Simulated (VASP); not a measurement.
# InP in VASP: one cell, several levels of theory

Aim: gap, levels, forces and stress of InP (zincblende), under +4.0 % equal strain in all directions at fixed geometry. Runs: PBE, r2SCAN. The results are then set beside those of Ansatz 0.2.0 for the same cell.

Code: VASP 6.6.1. PAW datasets, plane waves. No spin polarisation and no zero-point or thermal motion.

## (1) Starting point

The cell comes from an earlier relaxation with r2SCAN in another program.

Space group F-43m (No. 216), cubic; a = 6.144 Å in the conventional setting, 28.99 Å³ an atom. Near In stand 4 P at 2.66 Å; near P stand 4 In at 2.66 Å.

As a file:

```cif
data_structure
_symmetry_space_group_name_H-M 'F-43m'
_symmetry_Int_Tables_number 216
_cell_length_a 6.1439
_cell_length_b 6.1439
_cell_length_c 6.1439
_cell_angle_alpha 90.000
_cell_angle_beta 90.000
_cell_angle_gamma 90.000
_cell_volume 231.91
loop_
_atom_site_label
_atom_site_type_symbol
_atom_site_symmetry_multiplicity
_atom_site_Wyckoff_symbol
_atom_site_fract_x
_atom_site_fract_y
_atom_site_fract_z
_atom_site_occupancy
In1 In 4 a 0.00000 0.00000 0.00000 1
P1 P 4 d 0.25000 0.25000 0.75000 1
```

## (2) Single point with PBE

INCAR

```
ENCUT = 520.000000
SIGMA = 0.020000
EDIFF = 1.00e-07
GGA = PE
PREC = Accurate
IBRION = -1
ISIF = 2
ISMEAR = -1
NBANDS = 16
NELM = 120
NSW = 0
LASPH = .TRUE.
LCHARG = .TRUE.
LELF = .TRUE.
LWAVE = .FALSE.
LREAL = .FALSE.
```

KPOINTS

```
KPOINTS created by Atomic Simulation Environment
0
Gamma
8 8 8
0 0 0
```

KPOINTS_OPT

```
special points
6
Reciprocal
0.0000000000 0.0000000000 0.0000000000 1
-0.5000000000 -0.5000000000 0.0000000000 1
-0.3750000000 -0.3750000000 0.2500000000 1
-0.3750000000 0.0000000000 0.3750000000 1
0.0000000000 0.0000000000 0.5000000000 1
-0.5000000000 -0.2500000000 0.2500000000 1
```

POSCAR

```
In P
 1.0000000000000000
     0.0000000000000000    3.0719391402000000    3.0719391402000000
     3.0719391402000000    0.0000000000000000    3.0719391402000000
     3.0719391402000000    3.0719391402000000    0.0000000000000000
 In  P
   1   1
Cartesian
  0.0000000000000000  0.0000000000000000  0.0000000000000000
  1.5359695701000000  1.5359695701000000  1.5359695701000000
```

Potentials: the recommended PBE PAW datasets, 18 valence electrons in the neutral cell.

Command:

```sh
mpirun -np 1 vasp_std
```

## (3) Single point with r2SCAN

INCAR

```
ENCUT = 520.000000
SIGMA = 0.020000
EDIFF = 1.00e-07
ALGO = Normal
METAGGA = R2SCAN
PREC = Accurate
IBRION = -1
ISIF = 2
ISMEAR = -1
NBANDS = 16
NELM = 120
NSW = 0
LASPH = .TRUE.
LCHARG = .FALSE.
LWAVE = .FALSE.
LREAL = .FALSE.
```

KPOINTS is that of step 2.

KPOINTS_OPT is that of step 2.

POSCAR is that of step 2.

**Question.** What will these runs give? Wanted: for each run, gap; pressure; Ansatz: gap; Ansatz: pressure.

The runs gave:

| level | gap (eV) | pressure (GPa) | Ansatz: gap (eV) | Ansatz: pressure (GPa) |
| --- | --- | --- | --- | --- |
| PBE | 0.00 | -4.36 | 0.00 | -4.33 |
| r2SCAN | 0.34 | -6.22 | 0.34 | -6.14 |

The gap runs from 0.00 eV (PBE) to 0.34 eV (r2SCAN). Spin-orbit coupling is left out, though the cell holds In (Z = 49); in an element this heavy it can shift bands and gaps by tenths of an eV. The pressure is highest with PBE (-4.4 GPa) and lowest with r2SCAN (-6.2 GPa), which orders the cells that they would relax to. The two programs agree on the gap within 0.01 eV, far less than the spread between functionals. Each program uses its own PAW datasets and cutoff.
